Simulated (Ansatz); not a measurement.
System: zinc-blende ZnTe. Method: PBE-D4 in Ansatz (plane waves, PAW).

Run with plane-wave cutoff 520 eV, 10×10×10 k mesh, Fermi–Dirac smearing 0.01 eV, scalar-relativistic PAW data made under PBE.

On both sides of the equilibrium volume: at 27.612 Å³/atom the pressure is 1.05 GPa and the direct gap at Γ 1.387 eV; at 28.740 Å³/atom they are -0.93 GPa and 1.196 eV. The fitted bulk modulus is 49.4 GPa.

Question: Work out the volume deformation potential of this gap and its pressure coefficient, in two ways.

Answer: a_V = dE_g/d ln V = (1.196 − 1.387)/ln(28.740/27.612) = -4.77 eV. Since dP = −B d ln V, dE_g/dP = −a_V/B = 97 meV/GPa. Straight from the pressures: (1.387 − 1.196)/(1.05 − (-0.93)) = 96 meV/GPa. At this level and over this range the gap at Γ widens under pressure.

Spin–orbit coupling is not included; with these elements it can move the gap by several tenths of an eV or more.

Ansatz is a first-principles code.
